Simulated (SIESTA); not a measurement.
GaN:

```
Ga N
1.0
     0.00000    2.25350    2.25350
     2.25350    0.00000    2.25350
     2.25350    2.25350    0.00000
Ga N
1 1
Direct
  0.00000 0.00000 0.00000
  0.25000 0.25000 0.25000
```

The cell is a database's computed one.

Base run:

```yaml
Program: SIESTA 5.4.2
Functional: PBEsol
Potentials_or_basis: PseudoDojo 0.4 standard (PBEsol files)
Basis: DZP (energy shift 0.003 Ry; two zetas on semicore shells)
Grid_cutoff: 800 Ry
Energy_shift: 0.003 Ry
k_mesh: 10 × 10 × 10
Occupations: fermi-dirac, width 0.05 eV
Spin: no spin polarisation
```

Its results: band gap on the k mesh 1.80 eV, direct; pressure 1.4 GPa.

**Question.** The run is repeated on the same cell with these changes: functional from PBEsol to LDA; potentials or basis from PseudoDojo 0.4 standard (PBEsol files) to PseudoDojo 0.4 standard (LDA files). What comes out?

**Answer.** Band gap on the k mesh 1.88 eV, direct; pressure -4.4 GPa.

Caveats: the basis of atomic orbitals isn't converged, which shifts pressures, moduli and gaps.
